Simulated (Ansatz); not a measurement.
# CoSi: further runs on the relaxed cell

An exercise on one series of results from a longer session: the logs are not shown, and one member is left open.

The COD entry's cell or inner coordinates are ideal or old and differ from later refinements, so a difference from it is no clean test against experiment.

Method: DFT PBEsol, scalar-relativistic, plane waves, PAW, in Ansatz 0.2.0.

1 further run of the same task is left out (set aside as unsound or not needed).

### Starting point

The structure is cubic, space group P2_13 (No. 198). Conventional cell: a = 4.386 Å, b = 4.386 Å, c = 4.386 Å, α = 90.00°, β = 90.00°, γ = 90.00°. Co (site symmetry 3) is surrounded by 7 Si at 2.30 to 2.40 Å. Si (site symmetry 3) is surrounded by 7 Co at 2.30 to 2.40 Å.

Structure file:

```xyz
8
Lattice="4.3858 0.0000 0.0000 0.0000 4.3858 0.0000 0.0000 0.0000 4.3858" Properties=species:S:1:pos:R:3 pbc="T T T"
Co    0.6388    0.6388    0.6388
Co    1.5541    3.7471    2.8317
Co    2.8317    1.5541    3.7471
Co    3.7471    2.8317    1.5541
Si    3.6987    3.6987    3.6987
Si    2.8800    0.6871    1.5058
Si    1.5058    2.8800    0.6871
Si    0.6871    1.5058    2.8800
```

This cell was relaxed beforehand with the same method: volume 10.55 Å³/atom, gap on the mesh none (metal).

Set-up of the first run:

input.yaml

```yaml
crystal:
  lattice:
    - [4.385825515, 0.0, 0.0]
    - [0.0, 4.385825515, 0.0]
    - [0.0, 0.0, 4.385825515]
  atoms:
    - { symbol: Co, position: [0.1456446785, 0.1456446785, 0.1456446785] }
    - { symbol: Co, position: [0.3543553215, 0.8543553215, 0.6456446785] }
    - { symbol: Co, position: [0.6456446785, 0.3543553215, 0.8543553215] }
    - { symbol: Co, position: [0.8543553215, 0.6456446785, 0.3543553215] }
    - { symbol: Si, position: [0.8433288497, 0.8433288497, 0.8433288497] }
    - { symbol: Si, position: [0.6566711503, 0.1566711503, 0.3433288497] }
    - { symbol: Si, position: [0.3433288497, 0.6566711503, 0.1566711503] }
    - { symbol: Si, position: [0.1566711503, 0.3433288497, 0.6566711503] }
basis:
  ecutwfc: 420
kpoints:
  mp_grid: { grid: [8, 8, 8] }
  band_path:
    path:
      - [[0.0, 0.0, 0.0], [0.0, 0.5, 0.0], [0.5, 0.5, 0.0], [0.0, 0.0, 0.0], [0.5, 0.5, 0.5], [0.0, 0.5, 0.0]]
      - [[0.5, 0.5, 0.5], [0.5, 0.5, 0.0], [0.5, 0.0, 0.0]]
    npoints: 14
hamiltonian:
  xc: pbesol
scf:
  occupations: { method: gaussian, width: 0.1 }
  n_extra_bands: 20
output:
  forces: true
  stress: true
  eigenvalues: true
  populations: true
  dos: { projected: true, de: 0.02, nscf_kmesh: { grid: [12, 12, 12] } }
  bader: true
  write_density: true
  write_potential: true
  elf: true
  volumetric_format: npy
```

Command:

```
> ansatz run input.yaml --threads 2 --pin off --max-ram 5120MiB --backend cpu --events-out ev --progress --plain --runs-dir out
```

Among the steps run: Static run: bands, density of states and charges; The cell scaled to 0.97 of its volume; Volume × 1.03; Point at V/V0 = 0.94; Volume × 1.06.

One table of the session follows, with a row left open; its other results are not shown here.

It belongs to the step «Equation of state». 

| volume (Å³/atom) | energy above the lowest point (meV/atom) | pressure (GPa) |
| --- | --- | --- |
| 9.913 | 31.9 | 17.20 |
| 10.229 | ? | ? |
| 10.545 | 0.0 | -0.03 |
| 10.862 | 6.8 | -6.67 |
| 11.178 | 25.7 | -12.21 |

Estimate the missing values for volume (Å³/atom) = 10.229.

Worked estimate for «energy above the lowest point (meV/atom)». A straight line through the neighbours (9.913, 31.9) and (10.545, 0.0) gives 31.9 + (0.0 − 31.9) × (10.229 − 9.913) / (10.545 − 9.913) = 16.0; a parabola fitted to 3 rows on both sides gives 8.4.

As computed: energy above the lowest point (meV/atom): 7.5; pressure (GPa): 7.86. In «energy above the lowest point (meV/atom)» the line misses by +8.5 and the parabola by +0.9.

Limits of these values: Spin polarisation is off in the runs that give these values; a magnetic solution could lie lower. Warnings in the runs' records: stress scf threshold loose.
